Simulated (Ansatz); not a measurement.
# CoPtO2 (R-3m) in Ansatz: convergence with k mesh

Aim: find how far k mesh must go before the results for CoPtO2 settle, at PBE. This setting moves, with any that are tied to it; all else stays.

Program: Ansatz 0.2.0. These are calculated values, not measurements. Logs are shortened: lines on timing, memory, paths and dates and some standing lists are left out, and cuts for length are marked.

### Step 1. Starting point

Symmetry: R-3m, No. 166, trigonal system. The conventional cell has a = 2.825 Å, b = 2.825 Å, c = 17.818 Å, α = 90.00°, β = 90.00°, γ = 120.00°. Around Pt (site symmetry -3m) lie 2 O at 2.00 Å. Co (site symmetry -3m) is surrounded by 6 O at 1.90 Å. O (site symmetry 3m) is surrounded by 3 Co at 1.90 Å and 1 Pt at 2.00 Å.

The cell is a database's computed one.

### Step 2. With k mesh 3 × 3 × 3

input.yaml

```yaml
crystal:
  lattice:
    - [1.4122699173, 0.8153744169, 5.9393891094]
    - [-1.4122699173, 0.8153744169, 5.9393891094]
    - [0.0, -1.6307488338, 5.9393891094]
  atoms:
    - { symbol: Pt, position: [0.0, 0.0, 0.0] }
    - { symbol: Co, position: [0.5, 0.5, 0.5], spin: 2.0 }
    - { symbol: O, position: [0.11224403, 0.11224403, 0.11224403] }
    - { symbol: O, position: [0.88775597, 0.88775597, 0.88775597] }
hamiltonian:
  xc: pbe
  pseudopotentials: { kind: paw, source: jth }
magnetization:
  spin_polarized: true
kpoints:
  mp_grid: { grid: [3, 3, 3] }
scf:
  occupations: { method: gaussian, width: 0.05 }
output:
  forces: true
  stress: true
  eigenvalues: true
```

Potentials or basis: JTH PAW.

Started as:

```console
$ ansatz run input.yaml --threads 2 --pin off --max-ram 5632MiB --backend cpu --events-out ev --progress --plain --runs-dir out
```

It took 4.4 s on 2 threads of Arm Neoverse V2, shared host; peak memory 0.44 GiB.

What came out:

| Quantity | Value |
| --- | --- |
| Free energy | -16425.6856 eV |
| Pressure | 9.2 GPa |
| Largest force | 0.227 eV/Å |
| Band gap on the k mesh | none (metal or under the smearing width) |
| Net moment | 0.55 μB per cell |
| Absolute moment | 0.58 μB per cell |
| Site moments | Pt +0.40; Co -0.00; O +0.00 μB |

### Step 3. With k mesh 4 × 4 × 4

Edit input.yaml of step 2 so:

```diff
@@ -16,3 +16,3 @@
 kpoints:
-  mp_grid: { grid: [3, 3, 3] }
+  mp_grid: { grid: [4, 4, 4] }
 scf:
```

Potentials or basis: JTH PAW.

Started as:

```console
$ ansatz run input.yaml --threads 2 --pin off --max-ram 5632MiB --backend cpu --events-out ev --progress --plain --runs-dir out
```

Run time: 17 s. Hardware: 2 threads of Arm Neoverse V2, shared host; peak memory 0.51 GiB.

Results:

| Item | Value |
| --- | --- |
| Free energy | -16426.2979 eV |
| Pressure | 8.3 GPa |
| Largest force | 0.117 eV/Å |
| Band gap on the k mesh | none (metal or under the smearing width) |
| Net moment | 0.00 μB per cell |
| Absolute moment | 0.00 μB per cell |

### Step 4. With k mesh 5 × 5 × 5

Edit input.yaml of step 3 so:

```diff
@@ -16,3 +16,3 @@
 kpoints:
-  mp_grid: { grid: [4, 4, 4] }
+  mp_grid: { grid: [5, 5, 5] }
 scf:
```

Started as:

```console
$ ansatz run input.yaml --threads 2 --pin off --max-ram 5632MiB --backend cpu --events-out ev --progress --plain --runs-dir out
```

Run time: 9.2 s. Hardware: 2 threads of Arm Neoverse V2, shared host; peak memory 0.55 GiB.

What came out:

| Item | Value |
| --- | --- |
| Free energy | -16425.9297 eV |
| Pressure | 8.4 GPa |
| Largest force | 0.248 eV/Å |
| Band gap on the k mesh | none (metal or under the smearing width) |
| Net moment | 0.00 μB per cell |
| Absolute moment | 0.00 μB per cell |

### Step 5. With k mesh 6 × 6 × 6

Edit input.yaml of step 4 so:

```diff
@@ -16,3 +16,3 @@
 kpoints:
-  mp_grid: { grid: [5, 5, 5] }
+  mp_grid: { grid: [6, 6, 6] }
 scf:
```

Started as:

```console
$ ansatz run input.yaml --threads 2 --pin off --max-ram 5632MiB --backend cpu --events-out ev --progress --plain --runs-dir out
```

It took 37 s on 2 threads of Arm Neoverse V2, shared host; peak memory 0.63 GiB.

What came out:

* Free energy: -16426.2761 eV
* Pressure: 6.6 GPa
* Largest force: 0.092 eV/Å
* Band gap on the k mesh: none (metal or under the smearing width)
* Net moment: -0.02 μB per cell
* Absolute moment: 0.03 μB per cell
* Site moments: Pt -0.02; Co +0.00; O +0.00 μB

### Step 6. With k mesh 8 × 8 × 8

Edit input.yaml of step 5 so:

```diff
@@ -16,3 +16,3 @@
 kpoints:
-  mp_grid: { grid: [6, 6, 6] }
+  mp_grid: { grid: [8, 8, 8] }
 scf:
```

Potentials or basis: JTH PAW.

Started as:

```console
$ ansatz run input.yaml --threads 2 --pin off --max-ram 5632MiB --backend cpu --events-out ev --progress --plain --runs-dir out
```

Wall time 84 s (2 threads of Arm Neoverse V2, shared host); peak memory 0.83 GiB.

The run converged. Its results:

```yaml
Free_energy: -16426.1768 eV
Pressure: 7.0 GPa
Largest_force: 0.158 eV/Å
Band_gap_on_the_k_mesh: none (metal or under the smearing width)
Net_moment: 0.03 μB per cell
Absolute_moment: 0.03 μB per cell
```

### Step 7. With k mesh 10 × 10 × 10

Edit input.yaml of step 6 so:

```diff
@@ -16,3 +16,3 @@
 kpoints:
-  mp_grid: { grid: [8, 8, 8] }
+  mp_grid: { grid: [10, 10, 10] }
 scf:
```

Started as:

```console
$ ansatz run input.yaml --threads 2 --pin off --max-ram 5632MiB --backend cpu --events-out ev --progress --plain --runs-dir out
```

Wall time 2.4 min (2 threads of Arm Neoverse V2, shared host); peak memory 1.1 GiB.

The run converged. Its results:

| Property | Result |
| --- | --- |
| Free energy | -16426.1488 eV |
| Pressure | 7.3 GPa |
| Largest force | 0.174 eV/Å |
| Band gap on the k mesh | none (metal or under the smearing width) |
| Net moment | -0.08 μB per cell |
| Absolute moment | 0.09 μB per cell |
| Site moments | Pt -0.06; Co +0.00; O -0.00 μB |

### Step 8. With k mesh 12 × 12 × 12

Edit input.yaml of step 7 so:

```diff
@@ -16,3 +16,3 @@
 kpoints:
-  mp_grid: { grid: [10, 10, 10] }
+  mp_grid: { grid: [12, 12, 12] }
 scf:
```

Started as:

```console
$ ansatz run input.yaml --threads 2 --pin off --max-ram 5632MiB --backend cpu --events-out ev --progress --plain --runs-dir out
```

Run time: 71 s. Hardware: 2 threads of Arm Neoverse V2, shared host; peak memory 1.6 GiB.

It converged, with:

| Quantity | Value |
| --- | --- |
| Free energy | -16426.1652 eV |
| Pressure | 7.4 GPa |
| Largest force | 0.167 eV/Å |
| Band gap on the k mesh | none (metal or under the smearing width) |
| Net moment | 0.00 μB per cell |
| Absolute moment | 0.00 μB per cell |

### Step 9. With k mesh 15 × 15 × 15

Edit input.yaml of step 8 so:

```diff
@@ -16,3 +16,3 @@
 kpoints:
-  mp_grid: { grid: [12, 12, 12] }
+  mp_grid: { grid: [15, 15, 15] }
 scf:
```

Potentials or basis: JTH PAW.

Started as:

```console
$ ansatz run input.yaml --threads 2 --pin off --max-ram 5632MiB --backend cpu --events-out ev --progress --plain --runs-dir out
```

Wall time 2.5 min (2 threads of Arm Neoverse V2, shared host); peak memory 2.5 GiB.

Results (log left out):

```yaml
Free_energy: -16426.1751 eV
Pressure: 7.2 GPa
Largest_force: 0.139 eV/Å
Band_gap_on_the_k_mesh: none (metal or under the smearing width)
Net_moment: 0.00 μB per cell
Absolute_moment: 0.00 μB per cell
```

### Step 10. With k mesh 18 × 18 × 18

Edit input.yaml of step 9 so:

```diff
@@ -16,3 +16,3 @@
 kpoints:
-  mp_grid: { grid: [15, 15, 15] }
+  mp_grid: { grid: [18, 18, 18] }
 scf:
```

Potentials or basis: JTH PAW.

Started as:

```console
$ ansatz run input.yaml --threads 2 --pin off --max-ram 5632MiB --backend cpu --events-out ev --progress --plain --runs-dir out
```

Standard output:

```text
Warning: the checks of this Pt dataset prove no rule for summing its radial tables, as where they were carried onto another mesh than they were made on, and Gregory's rule is taken, under which a leading mesh point left out moves its sums only by what lay on the interval it spanned. That does not make them correct, and they differ from Quantum ESPRESSO's on this file; a re-export a fraction of a mesh step off can move them. hamiltonian.pseudopotentials.radial_quadrature: simpson_from_first_knot sums it by `pw.x`'s rule; on a PAW file no value gives `pw.x`'s numbers. What more to know: hamiltonian.pseudopotentials.radial_quadrature, in the input reference
Warning: the checks of this Co dataset prove no rule for summing its radial tables, as where they were carried onto another mesh than they were made on, and Gregory's rule is taken, under which a leading mesh point left out moves its sums only by what lay on the interval it spanned. That does not make them correct, and they differ from Quantum ESPRESSO's on this file; a re-export a fraction of a mesh step off can move them. hamiltonian.pseudopotentials.radial_quadrature: simpson_from_first_knot sums it by `pw.x`'s rule; on a PAW file no value gives `pw.x`'s numbers. What more to know: hamiltonian.pseudopotentials.radial_quadrature, in the input reference
Warning: the checks of this O dataset prove no rule for summing its radial tables, as where they were carried onto another mesh than they were made on, and Gregory's rule is taken, under which a leading mesh point left out moves its sums only by what lay on the interval it spanned. That does not make them correct, and they differ from Quantum ESPRESSO's on this file; a re-export a fraction of a mesh step off can move them. hamiltonian.pseudopotentials.radial_quadrature: simpson_from_first_knot sums it by `pw.x`'s rule; on a PAW file no value gives `pw.x`'s numbers. What more to know: hamiltonian.pseudopotentials.radial_quadrature, in the input reference
Warning: RAYON_NUM_THREADS=2 ignored (pool sized by the plan → 2); use --threads N
basis.fft_grid_basis auto: the FFT boxes are laid along the combinations [[1, 0, -1], [0, 1, -1], [0, 0, 1]] of the cell's own vectors, 2.825, 2.825 and 6.159 Å long. The dense box has 36×36×75 points. Along the cell's own vectors, as sized, it would have 75×75×75, 4.34 times as many. Of the 12 symmetry operations that the crystal satisfies within crystal.symmetry.tolerance (time reversal apart; of a slab, those that keep its plane) the dense box along the cell's own vectors carries 12, and the one as laid loses 8 of those. basis.fft_grid_basis: typed keeps the cell's own vectors: state it where this run's energies or levels are differenced outside the engine with another run's, or held beside a run that keeps those vectors.
Engine: ansatz 0.2.0, aarch64-unknown-linux-gnu
Pseudopotentials: kind: paw
Pseudopotential: Pt, paw, valence charge 10, recommended cutoff 750 eV (normal), Pt.paw.azcp
Pseudopotential: Co, paw, valence charge 17, recommended cutoff 1320 eV (normal), Co.paw.azcp
Pseudopotential: O, paw, valence charge 6, recommended cutoff 1380 eV (normal), O.paw.azcp
Functional definition: PBE
  parameter kappa = 0.804
  parameter beta = 0.06672455060314922
  exchange = pbe_x(kappa = kappa, mu = beta*pi^2/3)
  correlation = pbe_c(beta = beta)
Crystal: 4 atoms, lattice volume = 41.036 Å³
Basis set: ecut = 1380 eV, 4799 PW (Γ), FFT grids on a1−a3, a2−a3, a3, exchange–correlation on 72×72×150 points (8 copies of the dense FFT grid, shifted against one another)
Bands: 25, of which v1, the nominal top of the filled ones, is band 20 counted from 1 (19 counted from 0)
Symmetry: 12 space group operations
Space group: R-3m (ITA 166), of the structure as read, at distance tolerance 3.4e-5 Å
Magnetic group: BNS 166.97 (UNI 1327), of the structure as read, at distance tolerance 3.4e-5 Å
k-points: 580 of 5832
Non-local potential: Pt, projectors of the file, l = 0: 2, l = 1: 2, l = 2: 2
[... 32 lines left out ...]
SCF converged after 15 iterations
Magnetization: -0.0000 μB (19.5000 up, 19.5000 down)
Absolute magnetization: 0.0000 μB (∫|ρ↑−ρ↓|, with the PAW one-centre terms)
Spin contamination: 0.0000 ħ² per cell (⟨S²⟩ above its minimum at these occupations)
Per-site moments (μB) at R_I (Å): [(-3.421785732639367e-6, 0.8249929496042441), (4.806368013677535e-9, 0.7826291999317879), (1.5090998341389215e-7, 0.782629199931788), (1.5090998337197082e-7, 0.7826291999317879)]
Free energy (F): -16426.186348 eV
Harris-Foulkes:  -16426.186348 eV  (|F-HF|=1.73e-9)
Internal energy: -16426.185159 eV  (E = F + TS)
E sigma→0 (E₀):  -16426.185754 eV
Entropy (-TS):   -0.001189 eV (-0.297 meV/atom)
Fermi energy:    14.789122 eV
--- Per-component energies (eV) ---
  E_band       = -160.624866
  E_kinetic    = 961.612847
  E_local      = -5506.121163  (includes V_loc(G=0)·N_el)
  E_nonlocal   = 1170.712656
  E_hartree    = 1925.524778
  E_xc         = -325.571759
  E_vxc        = -412.508824  (∫ρ·V_xc dr)
  E_paw        = -11178.739683  (= ΣΔE_a)
  E_vpaw       = -225.366964  (= ΣTr[D̂ρ^β])
  E_aug_tail   = -0.000199  (compensation charges beyond the density's cutoff)
  E_ewald      = -3473.602638
  E_smearing   = -0.001189  (= −TS)
  E_closure    = -0.000000  (closes the sum)
  Σ components = -16426.186348   (vs F -16426.186348, Δ=0.00e0)
--- Forces (eV/Å), atoms counted from 1 ---
  atom   1  Pt    -0.00000000     0.00000000    -0.00000000
  atom   2  Co     0.00000000     0.00000000     0.00000000
  atom   3  O     -0.00000000    -0.00000000     0.12551396
  atom   4  O      0.00000000     0.00000000    -0.12551396
  max |Σ_I F_I| component: 2.78e-17 eV/Å
--- Stress (GPa, compression-positive) ---
        6.327635       0.000000      -0.000000
        0.000000       6.327635       0.000000
        0.000000       0.000000       8.679415
  P = ⅓ Tr σ = 7.1116 GPa (71.116 kbar)
--- Band table (eV; the first three rows and the last of 1160) ---
  k-point 0 ↑: bands = ["-80.9300", "-44.2141", "-44.2141", "-44.1876", "-6.8477", "-4.9334", "5.1151", "7.7983", "8.2454", "8.2454", "10.1971", "11.4579", "11.4579", "11.6948", "11.6948", "12.8559", "12.8559", "13.1988", "13.1988", "13.2640", "16.6760", "16.6760", "17.5256", "20.4232", "23.7647"]
  k-point 1 ↑: bands = ["-80.9298", "-44.2165", "-44.2147", "-44.1872", "-6.8112", "-4.9302", "5.1621", "7.8868", "8.1311", "8.2628", "10.2991", "11.2417", "11.3370", "11.6588", "11.7840", "12.8491", "12.8857", "13.1632", "13.2562", "13.2816", "16.6007", "16.6465", "17.5782", "20.6150", "23.8525"]
  k-point 2 ↑: bands = ["-80.9291", "-44.2232", "-44.2163", "-44.1862", "-6.7043", "-4.9215", "5.2970", "7.8628", "8.1379", "8.3132", "10.4934", "10.7627", "11.0718", "11.5433", "12.0142", "12.6753", "12.9110", "13.1564", "13.3534", "13.4293", "16.4071", "16.5643", "17.7152", "21.1323", "24.1098"]
  k-point 579 ↓: bands = ["-80.9300", "-44.2141", "-44.2141", "-44.1876", "-6.6178", "-5.3017", "6.7304", "7.4776", "8.1918", "8.3829", "8.3829", "10.7852", "10.7852", "11.7042", "11.7042", "12.9303", "12.9303", "13.9182", "14.0541", "14.0541", "16.2506", "16.2506", "18.7235", "19.3669", "23.5106"]
```

Run time: 3.8 min. Hardware: 2 threads of Arm Neoverse V2, shared host; peak memory 3.9 GiB.

What came out:

```
Free energy            : -16426.1863 eV
Pressure               : 7.1 GPa
Largest force          : 0.126 eV/Å
Band gap on the k mesh : none (metal or under the smearing width)
Net moment             : 0.00 μB per cell
Absolute moment        : 0.00 μB per cell
```

### Step 11. Summary

| k mesh | energy less the tightest run, at zero smearing (meV/atom) | pressure (GPa) | largest force (eV/Å) | absolute moment (μB) | SCF cycles | CPU time (s) | peak memory (GiB) |
| --- | --- | --- | --- | --- | --- | --- | --- |
| 3 × 3 × 3 | 125.97 | 9.23 | 0.227 | 0.58 | 18 | 8.5 | 0.44 |
| 4 × 4 × 4 | -27.78 | 8.27 | 0.117 | 0.00 | 44 | 33 | 0.51 |
| 5 × 5 × 5 | 64.33 | 8.43 | 0.248 | 0.00 | 17 | 18 | 0.55 |
| 6 × 6 × 6 | -22.33 | 6.61 | 0.092 | 0.03 | 47 | 73 | 0.63 |
| 8 × 8 × 8 | 2.64 | 7.00 | 0.158 | 0.03 | 51 | 170 | 0.83 |
| 10 × 10 × 10 | 9.58 | 7.33 | 0.174 | 0.09 | 52 | 280 | 1.1 |
| 12 × 12 × 12 | 5.37 | 7.41 | 0.167 | 0.00 | 15 | 140 | 1.6 |
| 15 × 15 × 15 | 2.94 | 7.21 | 0.139 | 0.00 | 18 | 300 | 2.5 |
| 18 × 18 × 18 | 0.00 | 7.11 | 0.126 | 0.00 | 15 | 450 | 3.9 |

Against the tightest run, the pressure stays within 0.1 GPa from 15 × 15 × 15 on; the absolute moment stays within 0.02 μB from 12 × 12 × 12 on. Not settled before the last step: the energy (to 1 meV/atom), the largest force (to 0.005 eV/Å). Meshes of other sizes hit other points, so gaps and Fermi surfaces needn't settle smoothly. The tightest run that finished is the yardstick and may itself not be fully converged.

Caveats: the starting moments collapsed, and a magnetic state may lie lower; semilocal functionals often make such compounds metallic where correlation or magnetic order opens a gap, which also shifts bond lengths; the starting moments weren't kept.
